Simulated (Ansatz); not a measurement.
All numbers below come from DFT PBE, scalar-relativistic, plane waves, PAW (Ansatz). Settings: cutoff 420 eV, Γ-centred meshes spaced at most about 0.3 Å⁻¹ (2π included), Gaussian smearing. No spin polarisation in the final relaxations.

All energies are static (0 K, no zero-point motion). All come from trial cells, and lower structures may exist.

Task: Which of these relaxed structures of MgI2 is the lowest in energy?
A.

```
CELL_PARAMETERS angstrom
5.62170 0.00000 0.00000
0.00000 5.62170 0.00000
0.00000 0.00000 6.59231
ATOMIC_POSITIONS crystal
Mg 0.00000 0.00000 0.00000
I 0.50000 0.00000 0.00000
I 0.00000 0.50000 0.00000
```

B.

```
CELL_PARAMETERS angstrom
4.39934 0.00000 0.00000
-0.00176 4.40070 0.00000
-1.13363 -1.59565 15.99246
ATOMIC_POSITIONS crystal
Mg 0.59502 0.35908 0.74644
Mg 0.40498 0.64092 0.25356
I 0.12219 0.39694 0.85176
I 0.87781 0.60306 0.14824
I 0.56818 0.82093 0.64116
I 0.43182 0.17907 0.35884
```

Result: B. It has space group P-1 (No. 2); the next, A, with space group P4/mmm (No. 123), lies 0.37 eV/atom higher. Counting I atoms around Mg (those within 1.25 times the shortest such distance or 1.15 times the sum of covalent radii), the lowest and the next both have Mg 4.

No dispersion correction is applied, so the spacing and binding between layers, chains or molecules are poorly described (P-1, P4/mmm), and this can change margins and order among such cells. Spin–orbit coupling, which can matter for I, is left out. Cells relaxed within their symmetry can be saddle points. The P-1 cell of MgI2 came from shaking the P4/mmm one. The part of the Crystallography Open Database at hand lists MgI2 in space group No. 164, which no cell shown has. Some structure types and database cells were kept out of the candidates from the start, so a known form may be missing.
